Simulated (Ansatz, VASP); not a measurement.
TiSi2 in VASP and in Ansatz

```
Ti Si
1.0
     4.28534    0.00000    0.00000
    -2.14267    3.71121    0.00000
     0.00000    0.00000    2.50873
Ti Si
1 2
Cartesian
  0.0000 0.0000 0.0000
  0.0000 2.4742 1.2544
  2.1427 1.2371 1.2544
```

Change from the starting cell: volume scaled by 0.94.

Alike in both runs: task single point; functional PBE; k mesh 7 × 7 × 10; occupations fermi-dirac, width 0.05 eV; no spin polarisation.

|  | VASP | Ansatz |
| --- | --- | --- |
| version | VASP 6.6.1 | Ansatz 0.2.0 |
| potentials or method | VASP PAW PBE potentials, release 64 (Ti_sv, Si) | Ansatz PAW |
| plane-wave cutoff (eV) | 520 | 420 |
| valence electrons in the cell | 20 | 20 |

Ansatz gave:

- gap on the k mesh at the Fermi level (eV): none
- pressure (GPa): 9.3
- largest component of the traceless stress (GPa): 0.23

Q: What did VASP give for the same quantities?

A: gap on the k mesh at the Fermi level (eV): none; pressure (GPa): 9.2; largest component of the traceless stress (GPa): 0.24.

A gap of «none» marks a metal or a gap that the smearing closes.
